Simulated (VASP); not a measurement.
A run of VASP 6.6.1 is set up as follows.

Contents of INCAR:

```
PREC = Accurate ; ENCUT = 300
EDIFF = 1E-6 ; ISMEAR = 1
SIGMA = 0.1 ; LREAL = F
LASPH = T ; NELM = 100
ALGO = Normal ; ISIF = 2
LWAVE = F ; LCHARG = F
GGA = PS ; ICORELEVEL = 1
KPAR = 4
```

Contents of KPOINTS:

```
Automatic mesh
0
Gamma
  6 6 4
```

File POSCAR:

```
Ti
1.0
    5.9000000000      0.0000000000      0.0000000000
   -2.9500000000      5.1095498820      0.0000000000
    0.0000000000      0.0000000000      9.3600000000
Ti
16
Direct
    0.1666666666      0.3333333334      0.1250000000
    0.1666666666      0.3333333334      0.6250000000
    0.1666666666      0.8333333333      0.1250000000
    0.1666666666      0.8333333333      0.6250000000
    0.6666666666      0.3333333334      0.1250000000
    0.6666666666      0.3333333334      0.6250000000
    0.6666666666      0.8333333333      0.1250000000
    0.6666666666      0.8333333333      0.6250000000
    0.3333333334      0.1666666666      0.3750000000
    0.3333333334      0.1666666666      0.8750000000
    0.3333333334      0.6666666666      0.3750000000
    0.3333333334      0.6666666666      0.8750000000
    0.8333333334      0.1666666666      0.3750000000
    0.8333333334      0.1666666666      0.8750000000
    0.8333333333      0.6666666666      0.3750000000
    0.8333333333      0.6666666666      0.8750000000
```

Potentials or basis: VASP PAW PBE potentials, release 64 (Ti_sv).

The run is started by

```sh
$ cat potpaw_PBE.64/Ti_sv/POTCAR > POTCAR
$ mpirun -np 4 vasp_std > vasp.out
```

Q: Predict the band gap on the k mesh.

A: None (metal or under the smearing width).

Core levels (eV, on the scale of the bands):
| atom | levels |
| --- | --- |
| 1 Ti | 1s -4855.0, 2s -523.4, 2p -430.7 |
| 2 Ti | 1s -4855.0, 2s -523.4, 2p -430.7 |
| 3 Ti | 1s -4855.0, 2s -523.4, 2p -430.7 |
| 4 Ti | 1s -4855.0, 2s -523.4, 2p -430.7 |
| 5 Ti | 1s -4855.0, 2s -523.4, 2p -430.7 |
| 6 Ti | 1s -4855.0, 2s -523.4, 2p -430.7 |
